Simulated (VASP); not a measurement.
# SiC in VASP: how settings move the PBE single point

The PBE single point of SiC built on the CsCl prototype, strained and with displaced atoms is repeated with altered inputs. Which of them can be trusted? This is a trial cell built on a prototype, not taken from a measured structure, and it needn't be the compound's ground state.

Program: VASP 6.6.1. PAW datasets, plane waves. Spin-unpolarised throughout. Whether this structure exists isn't addressed.

### 1 The system as given

Space group P1 (No. 1), triclinic; a = 2.645 Å, b = 2.648 Å, c = 2.690 Å, α = 91.1°, β = 91.1°, γ = 90.5° in the conventional setting, 9.42 Å³ an atom. Si has 4 C at 2.11–2.18 Å; C has 4 Si at 2.11–2.18 Å.

As a file:

```xyz
2
Lattice="2.6453 -0.0112 -0.0252 -0.0112 2.6481 -0.0266 -0.0252 -0.0266 2.6902" Properties=species:S:1:pos:R:3 pbc="T T T"
Si    0.0344    2.5549    2.5886
C     1.3933    1.5732    1.1949
```

### 2 The reference run

INCAR reads:

```
ENCUT = 520.000000
SIGMA = 0.020000
EDIFF = 1.00e-07
GGA = PE
PREC = Accurate
IBRION = -1
ISIF = 2
ISMEAR = -1
NBANDS = 11
NELM = 120
NSW = 0
LASPH = .TRUE.
LCHARG = .FALSE.
LWAVE = .FALSE.
LREAL = .FALSE.
```

KPOINTS reads:

```
KPOINTS created by Atomic Simulation Environment
0
Gamma
8 8 8
0 0 0
```

POSCAR reads:

```
Si C
 1.0000000000000000
     2.6453000000000002   -0.0112000000000000   -0.0252000000000000
    -0.0112000000000000    2.6480999999999999   -0.0266000000000000
    -0.0252000000000000   -0.0266000000000000    2.6901999999999999
 Si  C
   1   1
Cartesian
  0.0344223600000000  2.5549495300000000  2.5885511200000000
  1.3933334799999999  1.5731613099999999  1.1948793600000001
```

Potentials: the recommended PBE PAW datasets, 8 valence electrons.

On the command line:

```bash
$ mpirun -np 1 vasp_std
```

The closing lines of the self-consistent loop in OSZICAR:

```text
DAV:  11    -0.111406801065E+02   -0.83539E-06   -0.13822E-05  6750   0.198E-02    0.768E-03
DAV:  12    -0.111406798971E+02    0.20938E-06   -0.11924E-06  6760   0.587E-03    0.919E-04
DAV:  13    -0.111406798487E+02    0.48404E-07   -0.43199E-08  3529   0.142E-03
   1 F= -.11140680E+02 E0= -.11140189E+02  d E =-.982291E-03
```

Run time: 14 s. Hardware: 1 MPI rank of Intel Xeon 6975P-C, shared host; peak memory 0.16 GiB.

Values of the reference: energy (σ→0) -11.1402 eV, pressure 0.36 GPa, gap on the mesh -4.13 eV.

### 3 Altered input 1

INCAR reads:

```
ENCUT = 520.000000
SIGMA = 0.020000
GGA = PE
PREC = Accurate
IBRION = -1
ISIF = 2
ISMEAR = -1
NBANDS = 11
NSW = 0
LASPH = .TRUE.
LCHARG = .FALSE.
LWAVE = .FALSE.
LREAL = .FALSE.
IVDW = 12
EDIFF = 1e-08
NELM = 57
```

KPOINTS is that of step 2.

POSCAR is that of step 2.

On the command line:

```bash
$ mpirun -np 1 vasp_std
```

Printed to the terminal (iteration lines stand in OSZICAR):

```text
POSCAR found type information on POSCAR SiC
 POSCAR found :  2 types and       2 ions
 LDA part: xc-table for (Slater+PW92), standard interpolation
 POSCAR, INCAR and KPOINTS ok, starting setup
 FFT: planning ... GRIDC
 FFT: planning ... GRID_SOFT
 FFT: planning ... GRID
 WAVECAR not read
 entering main loop
```

OSZICAR:

```text
N       E                     dE             d eps       ncg     rms          rms(c)
DAV:   1     0.496219030602E+01    0.49622E+01   -0.39513E+03  5904   0.621E+02
DAV:   2    -0.112475581001E+02   -0.16210E+02   -0.15462E+02  7384   0.101E+02
DAV:   3    -0.117611999895E+02   -0.51364E+00   -0.50640E+00  7245   0.142E+01
DAV:   4    -0.117625515913E+02   -0.13516E-02   -0.13513E-02  6387   0.889E-01
DAV:   5    -0.117625549041E+02   -0.33128E-05   -0.33120E-05  7087   0.425E-02    0.560E+00
DAV:   6    -0.111498266014E+02    0.61273E+00   -0.28449E+00  6267   0.690E+00    0.245E+00
DAV:   7    -0.111446594614E+02    0.51671E-02   -0.76706E-02  6842   0.187E+00    0.123E+00
DAV:   8    -0.111408533825E+02    0.38061E-02   -0.88167E-03  6379   0.587E-01    0.191E-01
DAV:   9    -0.111406836558E+02    0.16973E-03   -0.90033E-04  7687   0.160E-01    0.641E-02
DAV:  10    -0.111406792711E+02    0.43847E-05   -0.79471E-05  6628   0.549E-02    0.269E-02
DAV:  11    -0.111406801065E+02   -0.83539E-06   -0.13822E-05  6750   0.198E-02    0.768E-03
DAV:  12    -0.111406798971E+02    0.20938E-06   -0.11924E-06  6793   0.587E-03    0.919E-04
DAV:  13    -0.111406798480E+02    0.49081E-07   -0.44692E-08  6820   0.142E-03    0.397E-04
DAV:  14    -0.111406798233E+02    0.24738E-07   -0.41723E-09  3526   0.336E-04    0.449E-05
DAV:  15    -0.111406798235E+02   -0.23516E-09   -0.23589E-10  3310   0.111E-04
   1 F= -.11797498E+02 E0= -.11797007E+02  d E =-.982153E-03
```

From OUTCAR:

```text
k-points           NKPTS =    260   k-points in BZ     NKDIM =    260   number of bands    NBANDS=     11

   NELECT =       8.0000    total number of electrons

   dimension x,y,z NGX =    20 NGY =   20 NGZ =   20
   dimension x,y,z NGXF=    40 NGYF=   40 NGZF=   40

  energy-cutoff  :      520.00
  volume of cell :       18.84
      direct lattice vectors                 reciprocal lattice vectors
     2.645300000 -0.011200000 -0.025200000     0.378069770  0.001634763  0.003557670
    -0.011200000  2.648100000 -0.026600000     0.001634763  0.377673823  0.003749654
    -0.025200000 -0.026600000  2.690200000     0.003557670  0.003749654  0.371789976

 k-points in reciprocal lattice and weights: KPOINTS created by Atomic Simulation Env
   0.00000000  0.00000000  0.00000000       0.002
   0.12500000  0.00000000  0.00000000       0.004
   0.25000000  0.00000000  0.00000000       0.004
   0.37500000  0.00000000  0.00000000       0.004
   0.50000000  0.00000000  0.00000000       0.002
  -0.00000000  0.12500000  0.00000000       0.004
   0.12500000  0.12500000  0.00000000       0.004
   0.25000000  0.12500000  0.00000000       0.004
[... 252 more k-points ...]

 E-fermi :  10.7258

 k-point     1 :       0.0000    0.0000    0.0000
  band No.  band energies     occupation
      1      -6.5471      2.00000
      2       9.1514      2.00000
      3       9.6885      2.00000
      4      10.0914      2.00000
      5      11.9541      0.00000
      6      15.6077      0.00000
      7      15.8736      0.00000
      8      23.2227      0.00000
      9      23.6712      0.00000
     10      24.4926      0.00000
     11      30.2863      0.00000

 k-point     2 :       0.1250    0.0000    0.0000
  band No.  band energies     occupation
      1      -6.2487      2.00000
      2       7.3487      2.00000
      3       9.4145      2.00000
      4      10.3628      2.00000
      5      12.5650      0.00000
      6      15.9320      0.00000
      7      17.6496      0.00000
      8      22.4571      0.00000
      9      23.1215      0.00000
     10      24.1859      0.00000
     11      29.6872      0.00000

 k-point     3 :       0.2500    0.0000    0.0000
  band No.  band energies     occupation
      1      -5.3613      2.00000
      2       4.0383      2.00000
      3      10.0153      2.00000
      4      10.9493      0.00003
      5      13.3343      0.00000
      6      16.8069      0.00000
      7      18.8575      0.00000
      8      20.6188      0.00000
      9      22.3662      0.00000
     10      24.8407      0.00000
     11      27.3124      0.00000

 k-point     4 :       0.3750    0.0000    0.0000
  band No.  band energies     occupation
      1      -3.9263      2.00000
      2       1.0250      2.00000
      3      10.8048      0.03778
      4      11.6790      0.00000
      5      14.3842      0.00000
      6      17.4342      0.00000
      7      18.1587      0.00000
      8      18.7042      0.00000
      9      21.1229      0.00000
     10      24.2875      0.00000
     11      28.4022      0.00000

[... the tables of k-points 5 to 260 left out ...]

  Total      -0.10163    -1.10077    -0.68633    -0.03860    -0.15024     0.04358
  in kB      -8.64212   -93.60631   -58.36334    -3.28252   -12.77580     3.70615
  external pressure =      -53.54 kB  Pullay stress =        0.00 kB

 POSITION                                       TOTAL-FORCE (eV/Angst)
 -----------------------------------------------------------------------------------
      0.03442      2.55495      2.58855        -0.035192     -1.274070      0.109248
      1.39333      1.57316      1.19488         0.035192      1.274070     -0.109248
 -----------------------------------------------------------------------------------
    total drift:                                0.000006      0.000003     -0.000022

  FREE ENERGIE OF THE ION-ELECTRON SYSTEM (eV)
  ---------------------------------------------------
  free  energy   TOTEN  =       -11.7974976712 eV

  energy  without entropy=      -11.7965155181  energy(sigma->0) =      -11.79700659
```

Wall time 15 s (1 MPI rank of Intel Xeon 6975P-C, shared host); peak memory 0.16 GiB.

Changed: IVDW = 12, EDIFF = 1e-08, NELM = 57. The run ends normally. Its total energy is on another scale than the reference's; the pressure goes from 0.4 to -5.4 GPa. The dispersion term adds attraction between the atoms and leaves the bands as they are.

### 4 Altered input 2

INCAR reads:

```
ENCUT = 520.000000
SIGMA = 0.020000
EDIFF = 1.00e-07
PREC = Accurate
IBRION = -1
ISIF = 2
ISMEAR = -1
NBANDS = 11
NSW = 0
LASPH = .TRUE.
LCHARG = .FALSE.
LWAVE = .FALSE.
LREAL = .FALSE.
GGA = PS
NELM = 88
```

KPOINTS is that of step 2.

POSCAR is that of step 2.

On the command line:

```bash
$ mpirun -np 1 vasp_std
```

Standard output, without the iteration lines:

```text
POSCAR found type information on POSCAR SiC
 POSCAR found :  2 types and       2 ions
 -----------------------------------------------------------------------------
|                                                                             |
|                                                                             |
|     You enforced a specific xc type in the INCAR file but a different       |
|     I HOPE YOU KNOW WHAT YOU ARE DOING!                                     |
|                                                                             |
 -----------------------------------------------------------------------------

 LDA part: xc-table for (Slater+PW92), standard interpolation
 POSCAR, INCAR and KPOINTS ok, starting setup
 FFT: planning ... GRIDC
 FFT: planning ... GRID_SOFT
 FFT: planning ... GRID
 WAVECAR not read
 entering main loop
```

OSZICAR:

```text
N       E                     dE             d eps       ncg     rms          rms(c)
DAV:   1     0.391483364275E+01    0.39148E+01   -0.39516E+03  5904   0.622E+02
DAV:   2    -0.121958321878E+02   -0.16111E+02   -0.15376E+02  7384   0.101E+02
DAV:   3    -0.127028702268E+02   -0.50704E+00   -0.49942E+00  7269   0.140E+01
DAV:   4    -0.127041766472E+02   -0.13064E-02   -0.13062E-02  6373   0.868E-01
DAV:   5    -0.127041797868E+02   -0.31396E-05   -0.31394E-05  7096   0.412E-02    0.553E+00
DAV:   6    -0.121540622596E+02    0.55012E+00   -0.24449E+00  6296   0.637E+00    0.252E+00
DAV:   7    -0.121449515122E+02    0.91107E-02   -0.66155E-02  6854   0.172E+00    0.126E+00
DAV:   8    -0.121392124648E+02    0.57390E-02   -0.91925E-03  6321   0.582E-01    0.169E-01
DAV:   9    -0.121389727329E+02    0.23973E-03   -0.77376E-04  7611   0.143E-01    0.633E-02
DAV:  10    -0.121389552040E+02    0.17529E-04   -0.67702E-05  6496   0.477E-02    0.256E-02
DAV:  11    -0.121389550184E+02    0.18553E-06   -0.49588E-06  6900   0.145E-02    0.852E-03
DAV:  12    -0.121389550575E+02   -0.39051E-07   -0.23480E-07  4655   0.290E-03
   1 F= -.12138955E+02 E0= -.12138422E+02  d E =-.106659E-02
```

From OUTCAR:

```text
k-points           NKPTS =    260   k-points in BZ     NKDIM =    260   number of bands    NBANDS=     11

   NELECT =       8.0000    total number of electrons

   dimension x,y,z NGX =    20 NGY =   20 NGZ =   20
   dimension x,y,z NGXF=    40 NGYF=   40 NGZF=   40

  energy-cutoff  :      520.00
  volume of cell :       18.84
      direct lattice vectors                 reciprocal lattice vectors
     2.645300000 -0.011200000 -0.025200000     0.378069770  0.001634763  0.003557670
    -0.011200000  2.648100000 -0.026600000     0.001634763  0.377673823  0.003749654
    -0.025200000 -0.026600000  2.690200000     0.003557670  0.003749654  0.371789976

 k-points in reciprocal lattice and weights: KPOINTS created by Atomic Simulation Env
   0.00000000  0.00000000  0.00000000       0.002
   0.12500000  0.00000000  0.00000000       0.004
   0.25000000  0.00000000  0.00000000       0.004
   0.37500000  0.00000000  0.00000000       0.004
   0.50000000  0.00000000  0.00000000       0.002
  -0.00000000  0.12500000  0.00000000       0.004
   0.12500000  0.12500000  0.00000000       0.004
   0.25000000  0.12500000  0.00000000       0.004
[... 252 more k-points ...]

 E-fermi :  10.6771

 k-point     1 :       0.0000    0.0000    0.0000
  band No.  band energies     occupation
      1      -6.5983      2.00000
      2       9.1049      2.00000
      3       9.6423      2.00000
      4      10.0416      2.00000
      5      11.9747      0.00000
      6      15.4914      0.00000
      7      15.7628      0.00000
      8      23.1732      0.00000
      9      23.6217      0.00000
     10      24.4543      0.00000
     11      30.2259      0.00000

 k-point     2 :       0.1250    0.0000    0.0000
  band No.  band energies     occupation
      1      -6.2997      2.00000
      2       7.3025      2.00000
      3       9.3680      2.00000
      4      10.3137      2.00000
      5      12.5643      0.00000
      6      15.8175      0.00000
      7      17.5671      0.00000
      8      22.4041      0.00000
      9      23.0694      0.00000
     10      24.1393      0.00000
     11      29.6148      0.00000

 k-point     3 :       0.2500    0.0000    0.0000
  band No.  band energies     occupation
      1      -5.4115      2.00000
      2       3.9863      2.00000
      3       9.9710      2.00000
      4      10.9033      0.00002
      5      13.3221      0.00000
      6      16.6948      0.00000
      7      18.8146      0.00000
      8      20.5603      0.00000
      9      22.3160      0.00000
     10      24.7576      0.00000
     11      27.1930      0.00000

 k-point     4 :       0.3750    0.0000    0.0000
  band No.  band energies     occupation
      1      -3.9739      2.00000
      2       0.9682      2.00000
      3      10.7643      0.02527
      4      11.6384      0.00000
      5      14.3639      0.00000
      6      17.3961      0.00000
      7      18.0559      0.00000
      8      18.6401      0.00000
      9      21.0652      0.00000
     10      24.1568      0.00000
     11      28.3165      0.00000

[... the tables of k-points 5 to 260 left out ...]

  Total        0.1231839     -0.8860582     -0.4984250     -0.0378704     -0.1638924      0.0489913
  in kB       10.4751634    -75.3475203    -42.3844511     -3.2203732    -13.9368797      4.1660593
  external PRESSURE =     -35.7522693 kB  Pullay stress =       0.0000000 kB

 POSITION                                       TOTAL-FORCE (eV/Angst)
 -----------------------------------------------------------------------------------
      0.03442      2.55495      2.58855        -0.030518     -1.225393      0.097941
      1.39333      1.57316      1.19488         0.030518      1.225393     -0.097941
 -----------------------------------------------------------------------------------
    total drift:                                0.000003     -0.000025     -0.000026

  FREE ENERGIE OF THE ION-ELECTRON SYSTEM (eV)
  ---------------------------------------------------
  free  energy   TOTEN  =       -12.1389550575 eV

  energy  without entropy=      -12.1378884656  energy(sigma->0) =      -12.13842176
```

Run time: 13 s. Hardware: 1 MPI rank of Intel Xeon 6975P-C, shared host; peak memory 0.16 GiB.

Changed: GGA = PS, NELM = 88. The run ends normally. Its total energy is on another scale than the reference's; the pressure goes from 0.4 to -3.6 GPa, the gap on the mesh goes from -4.13 to -4.15 eV. The functional is now PBEsol, on datasets made with PBE.

### 5 Side by side

| run | changed | ending | energy change (meV/atom) | pressure (GPa) | gap on the mesh (eV; negative: overlap) | electronic steps | time | usable |
| --- | --- | --- | --- | --- | --- | --- | --- | --- |
| ref. | – | converged | 0 | 0.4 | -4.13 | 13 | 14 s | yes |
| 1 | IVDW = 12, EDIFF = 1e-08, NELM = 57 | converged | – | -5.4 | -4.13 | 15 | 15 s | yes |
| 2 | GGA = PS, NELM = 88 | converged | – | -3.6 | -4.15 | 12 | 13 s | yes |

What this shows: Of 2 altered inputs, 2 gave usable results.
